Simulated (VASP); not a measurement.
Set up this calculation in VASP 6.6.1, as the native input.

- Task: relaxation of cell and atoms
- Functional: RPBE
- Potentials or basis: VASP PAW PBE potentials, release 64 (Na_pv, Cl)
- Cutoff: 600 eV
- k mesh: 8 × 8 × 8
- Occupations: gaussian, width 0.02 eV
- Spin: no spin polarisation
- Further INCAR settings: ALGO = Normal; EDIFF = 1e-07; IBRION = 2; EDIFFG = -0.005; NSW = 90; ISIF = 3

The structure of NaCl lies in POSCAR:

```
NaCl
1.0
    0.0000000000      2.8434500000      2.8434500000
    2.8434500000      0.0000000000      2.8434500000
    2.8434500000      2.8434500000      0.0000000000
Na Cl
1 1
Direct
    0.0000000000      0.0000000000      0.0000000000
    0.5000000000      0.5000000000      0.5000000000
```

These files were run (other wordings do the same):

INCAR

```
SYSTEM = NaCl
PREC = Accurate ; ENCUT = 600
EDIFF = 1E-7 ; ISMEAR = 0
SIGMA = 0.02 ; LREAL = .FALSE.
LASPH = .TRUE. ; NELM = 60
ALGO = Normal ; ISIF = 3
LWAVE = .FALSE. ; LCHARG = .FALSE.
GGA = RP ; IBRION = 2
NSW = 90 ; EDIFFG = -0.005
```

KPOINTS

```
Automatic mesh
0
G
  8 8 8
  0 0 0
```

Potentials or basis: VASP PAW PBE potentials, release 64 (Na_pv, Cl).

Command:

```bash
$ cat potpaw_PBE.64/Na_pv/POTCAR potpaw_PBE.64/Cl/POTCAR > POTCAR
$ mpirun -np 1 vasp_std > vasp.out
```

Results of the run:

- Relaxed volume: 24.94 Å³/atom
- Relaxed cell: a = 4.132 Å, b = 4.132 Å, c = 4.132 Å, α = 60.00°, β = 60.00°, γ = 60.00°
- Space group after relaxing (to 0.05 Å): Fm-3m (No. 225)
- Energy gained by relaxing: 10.8 meV/atom
- Ionic steps: 4
- Pressure after relaxing: 0.0 GPa
- Band gap on the k mesh: 5.05 eV, direct

Caveat: the PAW data sets were made with another functional, which shifts forces and pressure a little.

It took 28 s on 1 thread of Intel(R) Xeon(R) Platinum 8559C (Emerald Rapids), on a shared host, peak memory 0.18 GiB.
